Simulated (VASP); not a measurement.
SrTiO3 (Tausonite): relaxation of the atoms with PBE+D3(BJ)

The system is SrTiO3 (Tausonite).

```
Sr Ti O
1.0
     3.88706    0.00000    0.00000
     0.00000    3.88706    0.00000
     0.00000    0.00000    3.88706
Sr Ti O
1 1 3
Direct
  0.50000 0.50000 0.50000
  0.00000 0.00000 0.00000
  0.50000 0.00000 0.00000
  0.00000 0.50000 0.00000
  0.00000 0.00000 0.50000
```

The cell isn't the ideal one: a relaxed cell with its volume scaled by 0.98.

```json
{"Program": "VASP 6.6.1", "Task": "relaxation of the atoms", "Functional": "PBE", "Dispersion": "D3(BJ)", "Potentials or basis": "VASP PAW PBE potentials, release 64 (Sr_sv, Ti_sv, O)", "Cutoff": "600 eV", "k mesh": "8 × 8 × 8", "Occupations": "gaussian, width 0.03 eV", "Spin": "no spin polarisation", "Further INCAR settings": "ALGO = Normal; EDIFF = 1e-07; IBRION = 2; EDIFFG = -0.01; NSW = 40"}
```

| Property | Result |
| --- | --- |
| Pressure after relaxing | 3.7 GPa |
| Band gap on the k mesh | 1.88 eV, indirect (least direct gap 2.23 eV) |
| Dispersion energy per atom | -0.269 eV |

Final structure:
```
CELL_PARAMETERS angstrom
3.88706 0.00000 0.00000
0.00000 3.88706 0.00000
0.00000 0.00000 3.88706
ATOMIC_POSITIONS crystal
Sr 0.50000 0.50000 0.50000
Ti 0.00000 0.00000 0.00000
O 0.50000 0.00000 0.00000
O 0.00000 0.50000 0.00000
O 0.00000 0.00000 0.50000
```

Levels at points of the mesh, in eV from the valence-band top:
| k point | band 17 | band 18 | band 19 | band 20 | band 21 | band 22 | band 23 | band 24 |
| --- | --- | --- | --- | --- | --- | --- | --- | --- |
| (0.00, 0.00, 0.00) | -1.19 | -0.35 | -0.35 | -0.35 | 1.88 | 1.88 | 1.88 | 4.40 |
| (0.50, 0.00, 0.00) | -2.39 | -2.03 | -0.73 | -0.73 | 2.06 | 3.85 | 3.85 | 4.42 |
| (0.50, 0.50, 0.00) | -1.71 | -1.58 | -1.58 | -0.10 | 3.86 | 3.86 | 4.32 | 5.41 |
| (0.50, 0.50, 0.50) | -3.78 | 0.00 | 0.00 | 0.00 | 4.55 | 4.55 | 4.55 | 7.00 |

Run time: 23 s on 1 thread of Intel(R) Xeon(R) 6975P-C (Granite Rapids) (shared host), peak memory 0.22 GiB.

Caveat: the relaxation stopped at its first step, so nothing moved. A k mesh can miss the band edges.
